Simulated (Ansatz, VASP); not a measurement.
**One calculation of Si, two programs**

```
Si
1.0
     0.00000    2.72770    2.70812
     2.72770    0.00000    2.70812
     2.72770    2.72770    0.00000
Si
2
Direct
  0.00000 0.00000 0.00000
  0.25000 0.25000 0.25000
```

Change from the starting cell: strained cell.

Alike in both runs: functional PBEsol; k mesh 10 × 10 × 10; occupations gaussian, width 0.02 eV; no spin polarisation.

Ansatz relaxed the structure, and its values are those at the end. VASP's run is a single point on that final structure, the one shown.

|  | VASP | Ansatz |
| --- | --- | --- |
| version | VASP 6.6.1 | Ansatz 0.2.0 |
| potentials or method | VASP PAW PBE potentials, release 64 (Si) | scalar-relativistic, plane waves, PAW |
| plane-wave cutoff (eV) | 520 | 420 |
| valence electrons in the cell | 8 | 8 |

```tsv
	VASP	Ansatz	Ansatz less VASP
gap on the k mesh at the Fermi level (eV)	0.40	0.41	+0.005
least direct gap on the mesh (eV)	2.46	2.47	+0.003
pressure (GPa)	-0.3	-0.4	-0.10
```

Ansatz warned: «stress_scf_threshold_loose».

Caveats: the PAW data sets were made with another functional, which shifts forces and pressure a little (VASP). A k mesh can miss the band edges.
